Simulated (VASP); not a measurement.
Runs of VASP 6.6.1 on Sn. It takes space group Im-3m (No. 229, cubic). Conventional cell: a = 3.789 Å, b = 3.789 Å, c = 3.789 Å, α = 90.00°, β = 90.00°, γ = 90.00°. Sn (site symmetry m-3m) has 8 Sn at 3.28 Å as nearest neighbours. This isn't the form of Sn at room conditions, which is tetragonal (white tin).

| task | level | potentials or basis | spin | cell | k mesh | cutoff (eV) | smearing | gap on the mesh (eV) | pressure (GPa) | relaxed volume (Å³/atom) |
| --- | --- | --- | --- | --- | --- | --- | --- | --- | --- | --- |
| relaxation of the atoms | r2SCAN | VASP PAW PBE potentials, release 64 (Sn_d) | off | atoms relaxed from: cell strained at random at fixed volume | 7 × 7 × 7 | 520 | methfessel-paxton 0.1 eV | none | 0.0 | - |
| relaxation of cell and atoms | SCAN | VASP PAW PBE potentials, release 64 (Sn_d) | off | relaxed | 10 × 10 × 10 | 600 | methfessel-paxton 0.1 eV | none | 0.0 | 26.75 |
| relaxation of cell and atoms | LDA | VASP PAW LDA potentials, release 64 (Sn_d) | SOC, no magnetisation | relaxed | 7 × 7 × 7 | 600 | fermi-dirac 0.05 eV | - | 0.0 | (b) |
| relaxation of cell and atoms | r2SCAN+D3(BJ) | VASP PAW PBE potentials, release 64 (Sn_d) | off | relaxed | 10 × 10 × 10 | 600 | methfessel-paxton 0.1 eV | none | 0.0 | (a) |
| relaxation of cell and atoms | r2SCAN | VASP PAW PBE potentials, release 64 (Sn_d) | off | relaxed | 10 × 10 × 10 | 600 | methfessel-paxton 0.1 eV | none | 0.0 | 26.78 |
| relaxation of cell and atoms | LDA | VASP PAW LDA potentials, release 64 (Sn_d) | off | relaxed | 7 × 7 × 7 | 600 | fermi-dirac 0.05 eV | none | 0.0 | 25.68 |

**Question.** Fill in the values left out.

**Answer.** (a) 26.15; (b) 25.70.

Caveats: the PAW data sets were made with another functional, which shifts forces and pressure a little (some runs); the relaxation stopped at its first step, so nothing moved (some runs); pairwise dispersion overbinds metals, which lowers pressure and volume (some runs).

A k mesh can miss the band edges, and rows without SOC leave out spin-orbit coupling on Sn.

A gap of «none» marks a metal or a gap under the smearing width.
